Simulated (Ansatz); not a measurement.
The system is NbP.

```
Nb P
1.0
    -1.67492    1.67492    5.74011
     1.67492   -1.67492    5.74011
     1.67492    1.67492   -5.74011
Nb P
2 2
Direct
  0.24988 0.74988 0.50000
  0.49988 0.49988 0.00000
  0.83275 0.33275 0.50000
  0.08275 0.08275 0.00000
```

The cell is a database's computed one.

| Item | Value |
| --- | --- |
| Program | Ansatz 0.2.0 |
| Task | relaxation of cell and atoms |
| Functional | PBEsol |
| Potentials or basis | Ansatz PAW |
| Cutoff | 420 eV (not typed: the program's choice for these potentials) |
| k mesh | 11 × 11 × 11 |
| Occupations | fermi-dirac, width 0.05 eV |
| Spin | no spin polarisation |

At the start: volume 16.10 Å³/atom.

How do energy, volume and symmetry change on relaxing?

It ends after 5 steps and the volume is 15.56 Å³/atom (-3.4 %); space group I4_1md (No. 109, to 0.05 Å).

Step by step:
| step | energy change (eV) | largest force (eV/Å) | volume (Å³) |
| --- | --- | --- | --- |
| 1 | 0.0000 | 0.0173 | 64.41 |
| 2 | -0.0205 | 0.0127 | 60.73 |
| 3 | -0.0452 | 0.0019 | 62.32 |
| 4 | -0.0453 | 0.0018 | 62.24 |
| 5 | -0.0450 | 0.0018 | 62.24 |

Final structure:
```yaml
crystal:
  lattice:
    - [-1.66017, 1.66017, 5.64575]
    - [1.66017, -1.66017, 5.64575]
    - [1.66017, 1.66017, -5.64575]
  atoms:
    - { symbol: Nb, position: [0.25019, 0.75019, 0.50000] }
    - { symbol: Nb, position: [0.50019, 0.50019, 0.00000] }
    - { symbol: P, position: [0.83244, 0.33244, 0.50000] }
    - { symbol: P, position: [0.08244, 0.08244, 0.00000] }
```

Caveat: the plane-wave basis is chosen anew once the cell has moved, so the energies of steps on either side of that aren't comparable; the PAW data sets come from PBE, with cores solved anew for the run's functional, which leaves a small shift of forces and pressure.
